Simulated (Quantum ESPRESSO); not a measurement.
The system is NiO.

```xyz
2
Lattice="0.0000 2.0913 2.0913 2.0913 0.0000 2.0913 2.0913 2.0913 0.0000" Properties=species:S:1:pos:R:3 pbc="T T T"
Ni    0.0000    0.0000    0.0000
O     2.0913    2.0913    2.0913
```

Base run:

| Quantity | Value |
| --- | --- |
| Program | Quantum ESPRESSO 7.5 |
| Functional | RPBE |
| Potentials or basis | PseudoDojo 0.4.1 SR LDA stringent |
| Cutoff | 1415 eV |
| Density cutoff | 5660 eV |
| k mesh | 8 × 8 × 8 |
| Occupations | gaussian, width 0.05 eV |
| Spin | collinear spin, ferromagnetic start |
| Starting moments | [2.0, 0.0] μB |
| Hubbard terms | Ni d U = 7 eV |

Its results: band gap on the k mesh 2.82 eV, indirect (least direct gap 3.61 eV); pressure 17.6 GPa; net moment 2.00 μB per cell; site moments Ni +1.75; O +0.19 μB.

Question: The run is repeated on the same cell with these changes: functional from RPBE to PBE. What comes out?

Answer: Band gap on the k mesh 2.69 eV, indirect (least direct gap 3.49 eV); pressure 11.5 GPa; net moment 2.00 μB per cell; site moments Ni +1.74; O +0.19 μB.

PBE binds more tightly than RPBE, so the same cell stands under less pressure.

Caveats: the potentials were made for another functional, which shifts forces and pressure; a cell with one magnetic atom can't hold antiferromagnetic order, which such compounds often take.

A k mesh can miss the band edges.
